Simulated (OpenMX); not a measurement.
The system is Si2W.

```
W Si
1.0
     4.61685    0.00000    0.00000
    -2.30843    3.99831    0.00000
     0.00000    0.00000    6.65322
W Si
3 6
Direct
  0.50000 0.00000 0.50000
  0.50000 0.50000 0.83333
  0.00000 0.50000 0.16667
  0.32725 0.16363 0.16667
  0.83637 0.16363 0.83333
  0.16363 0.32725 0.50000
  0.67275 0.83637 0.16667
  0.16363 0.83637 0.83333
  0.83637 0.67275 0.50000
```

Measurements of this composition are mostly on another form, of space group No. 139.

| Item | Value |
| --- | --- |
| Program | OpenMX 3.8.5 |
| Task | single point |
| Functional | PBE |
| Potentials or basis | OpenMX 2013 PBE set, W7.0-s3p2d2f1, Si7.0-s2p2d1, grid cutoff 400 Ry |
| k mesh | 7 × 7 × 5 |
| Occupations | fermi-dirac, width 0.05 eV |
| Spin | no spin polarisation |

On this cell: pressure 1.1 GPa; largest force 0.021 eV/Å; band gap on the k mesh 0.27 eV, indirect (least direct gap 0.71 eV).

The same run follows on a disturbed copy (atoms moved at random, drawn with an rms of 0.05 Å):

```
W Si
1.0
     4.61685    0.00000    0.00000
    -2.30843    3.99831    0.00000
     0.00000    0.00000    6.65322
W Si
3 6
Direct
  0.50894 0.00409 0.50642
  0.49532 0.49001 0.82795
  0.99576 0.49914 0.16992
  0.31430 0.15954 0.16624
  0.84142 0.17229 0.83279
  0.15964 0.31534 0.49834
  0.67510 0.84023 0.16179
  0.16749 0.84191 0.82758
  0.83574 0.67671 0.50318
```

Task: What does the disturbed cell give?

Result: The energy moves by +15.8 meV/atom; pressure 1.6 GPa; largest force 1.395 eV/Å; band gap on the k mesh 0.09 eV, indirect (least direct gap 0.57 eV).

Forces in eV/Å, atoms in the order of the input:
```
W   -0.526 -0.490 -1.195
W   -0.063  0.894  0.948
W    0.184  0.176 -0.344
Si   0.651  0.150  0.080
Si   0.018 -0.236  0.054
Si  -0.046  0.515  0.078
Si  -0.381 -0.318  0.207
Si  -0.070 -0.446  0.517
Si   0.232 -0.245 -0.346
```

Caveats: spin-orbit coupling is left out, which moves the levels of the heavy elements; an odd mesh through Γ misses points on the zone boundary, where band edges often lie; the basis of atomic orbitals isn't converged, which shifts pressures, moduli and gaps.
